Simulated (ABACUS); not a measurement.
# Na2S under changes of volume

One of the cells (23.385 Å³/atom); the others are scaled copies at fixed shape and fractional positions:

```
S Na
1.0
     0.00000    3.27350    3.27350
     3.27350    0.00000    3.27350
     3.27350    3.27350    0.00000
S Na
1 2
Direct
  0.00000 0.00000 0.00000
  0.75000 0.75000 0.75000
  0.25000 0.25000 0.25000
```

| Item | Value |
| --- | --- |
| Program | ABACUS 3.10.1 |
| Functional | PBE |
| Potentials or basis | PseudoDojo NC SR 0.4.1 PBE standard |
| Cutoff | 1211 eV |
| Density cutoff | 4844 eV |
| Basis | plane waves |
| k mesh | 7 × 7 × 7 |
| Occupations | fermi-dirac, width 0.05 eV |
| Spin | no spin polarisation |

| volume (Å³/atom) | energy over the lowest point (meV/atom) | pressure (GPa) | gap on the mesh (eV) |
| --- | --- | --- | --- |
| 21.982 | 11.44 | 2.4 | 2.68 |
| 22.450 | 5.60 | 1.6 | 2.61 |
| 22.918 | 1.89 | 0.9 | 2.54 |
| 23.385 | ? | ? | ? |
| 23.853 | 0.00 | -0.3 | 2.41 |
| 24.321 | 1.46 | -0.8 | 2.35 |
| 24.789 | 4.31 | -1.2 | 2.29 |

Q: What does the run at 23.385 Å³/atom give?

A: Energy over the lowest point 0.09 meV/atom; pressure 0.3 GPa; gap on the mesh 2.48 eV.

Worked out: A Birch-Murnaghan fit of order 3 (a polynomial in V^(-2/3)) to the other rows has its minimum at 23.64 Å³/atom with B0 = V·E''(V) = 28 GPa and B' = 4.3. It gives 0.09 meV/atom at 23.385 Å³/atom, against the run's 0.09, and -dE/dV = 0.3 GPa, against 0.3. A straight line through the other rows of the gap, of slope -3.25 eV per unit of ln V (its deformation potential), gives 2.48 eV, against the run's 2.48.

Energies are extrapolated to zero smearing.
